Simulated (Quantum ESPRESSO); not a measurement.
Runs of Quantum ESPRESSO 7.5 on PtS2. The structure is trigonal, space group P-3m1 (No. 164). The conventional cell has a = 3.543 Å, b = 3.543 Å, c = 5.039 Å, α = 90.00°, β = 90.00°, γ = 120.00°. Around Pt (site symmetry -3m) lie 6 S at 2.34 Å. S (site symmetry 3m) has 3 Pt at 2.34 Å as nearest neighbours. 

```tsv
level	potentials or basis	form of the LDA correlation	pressure (GPa)	largest force (eV/Å)
WC	GBRV 1.5 PBE	-	7.1	(c)
PBEsol	GBRV 1.5 PBEsol	-	6.0	(b)
LDA	GBRV 1.5 LDA	PZ81	3.4	0.81
BLYP	GBRV 1.5 PBE	-	19.3	1.86
AM05	GBRV 1.5 PBE	-	6.1	(a)
```

Alike in all rows: task dielectric tensor; no spin polarisation; cell as given; k mesh 8 × 8 × 4, shifted; cutoff (eV) 612; smearing fermi-dirac 0.05 eV.

**Question.** Estimate the missing entries.

**Answer.** (a) 0.80; (b) 0.94; (c) 1.08.

Caveats: the cell is more than 3 GPa from zero pressure, which shifts response properties; the potentials were made for another functional, which shifts forces and pressure (some runs).

Runs at the PBE level aren't shown here.
